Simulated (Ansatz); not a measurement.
Computed with Ansatz 0.2.0, DFT PBE, scalar-relativistic, plane waves, PAW. Settings: cutoff 420 eV, Γ-centred meshes spaced at most about 0.3 Å⁻¹ (2π included), Gaussian smearing. Spin is collinear in cells that carry moments; the others ran without spin or lost their moments.

Temperature and zero-point effects are left out.

Two relaxed structures of Al₂O₅:

A. (parallel moments up to 0.6 μB)

```
CELL_PARAMETERS angstrom
2.90819 0.00000 0.00000
-1.45409 2.51856 0.00000
0.00000 0.00000 12.21426
ATOMIC_POSITIONS crystal
Al 0.33333 0.66667 0.11263
Al 0.66667 0.33333 0.88737
O 0.66667 0.33333 0.16772
O 0.33333 0.66667 0.83228
O 0.00000 0.00000 0.00000
O 0.00000 0.00000 0.45017
O 0.00000 0.00000 0.54983
```

B. (no moments)

```
CELL_PARAMETERS angstrom
3.75651 0.00000 0.00000
0.00000 11.43476 0.00000
0.00000 0.00000 3.72444
ATOMIC_POSITIONS crystal
Al 0.50000 0.35259 0.82478
Al 0.50000 0.64741 0.82478
Al 0.00000 0.85259 0.17522
Al 0.00000 0.14741 0.17522
O 0.50000 0.32099 0.32199
O 0.50000 0.67900 0.32199
O 0.50000 0.50000 0.78555
O 0.00000 0.30184 0.83205
O 0.00000 0.69816 0.83205
O 0.00000 0.82100 0.67801
O 0.00000 0.17900 0.67801
O 0.00000 0.00000 0.21445
O 0.50000 0.80184 0.16795
O 0.50000 0.19816 0.16795
```

**Question.** Which would you expect to be lower, and how large is the difference?

**Answer.** A is lower, by 275 meV/atom. A has space group P-3m1 (No. 164), 12.8 Å³/atom and a gap of 0.62 eV on its mesh; B has space group Pmmn (No. 59), 11.4 Å³/atom and a gap of 2.88 eV. Counting O atoms around Al (those within 1.25 times the shortest such distance or 1.15 times the sum of covalent radii, 1.27 where that leaves under three; a plus sign parts nearer from farther groups), A has Al 3+3 and B has Al 1+4. A and B both hold O–O pairs. Their magnetic states differ too, which can make part of the margin. In A, around Al lie 3 O at 1.81 Å and 3 O at 2.17 Å; O on a site of symmetry 3m is surrounded by 3 Al at 1.81 Å; O on a site of symmetry -3m has 6 Al at 2.17 Å; 1 more site not described. In B, around Al lie 1 O at 1.69 Å, 4 O at 1.89–1.97 Å and 1 O at 2.18 Å; around O on a site of symmetry m lie 1 O at 1.52 Å and 2 Al at 1.89–1.91 Å; O on a site of symmetry mm2 is surrounded by 2 Al at 1.69 Å; 1 more site not described. Both come from invented guesses. The lowest form computed isn't among them: it has space group P1 (No. 1), 12.9 Å³/atom and lies 31 meV/atom below the best shown.

No dispersion correction is applied, so the spacing and binding between layers, chains or molecules are poorly described (P-3m1), and this can change margins and order among such cells. Kohn–Sham gaps at this level usually fall short of measured ones. The magnetic state reached may not be the lowest. Cells relaxed within their symmetry can be saddle points. Some types were kept out of the candidates beforehand, so the set may lack a known form.
